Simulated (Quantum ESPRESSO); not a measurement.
**MgS (Niningerite) in Quantum ESPRESSO: the effect of target pressure**

MgS (Niningerite):

```
CELL_PARAMETERS angstrom
0.00000 2.60165 2.60165
2.60165 0.00000 2.60165
2.60165 2.60165 0.00000
ATOMIC_POSITIONS crystal
S 0.50000 0.50000 0.50000
Mg 0.00000 0.00000 0.00000
```

Alike in all runs:

- Program: Quantum ESPRESSO 7.5
- Task: phonons
- Functional: LDA
- Potentials or basis: PseudoDojo 0.4.1 SR LDA standard
- Cutoff: 1143 eV
- Density cutoff: 4572 eV
- k mesh: 6 × 6 × 6, shifted
- Occupations: fermi-dirac, width 0.05 eV
- Spin: no spin polarisation

Each run relaxes the cell or the atoms first.

| target pressure | relaxed volume (Å³/atom) | dielectric constant (mean) | highest phonon frequency (cm⁻¹) |
| --- | --- | --- | --- |
| 0 GPa | 16.89 | 5.60 | 252 |
| 5 GPa | 16.01 | 5.62 | 289 |
| 10 GPa | 15.31 | 5.65 | 320 |
| 20 GPa | 14.25 | 5.73 | 372 |
| 40 GPa | ? | ? | ? |

Task: What does the run with target pressure 40 GPa give?

Result: Relaxed volume 12.83 Å³/atom; dielectric constant 5.92 mean; highest phonon frequency 450 cm⁻¹.

Worked out: In Murnaghan's law V^(-B') rises as a straight line in P. The other rows fit best with B' = 3.7, V0 = 16.89 Å³/atom and B0 = 85 GPa, which gives 12.85 Å³/atom at 40 GPa, against the run's 12.83. A parabola through the other rows of the dielectric constant, of slope 0.0158  per GPa there, extrapolates to 5.98 , against the run's 5.92. The fit is too stiff a form for this range. A parabola through the other rows of the highest phonon frequency, of slope 0.967 cm⁻¹ per GPa there, extrapolates to 425 cm⁻¹, against the run's 450. The fit is too stiff a form for this range.

Caveats: the cell is more than 3 GPa from zero pressure, which shifts response properties (some runs); the volume moved by over 15 % at a fixed basis, so the end points are rough (some runs).
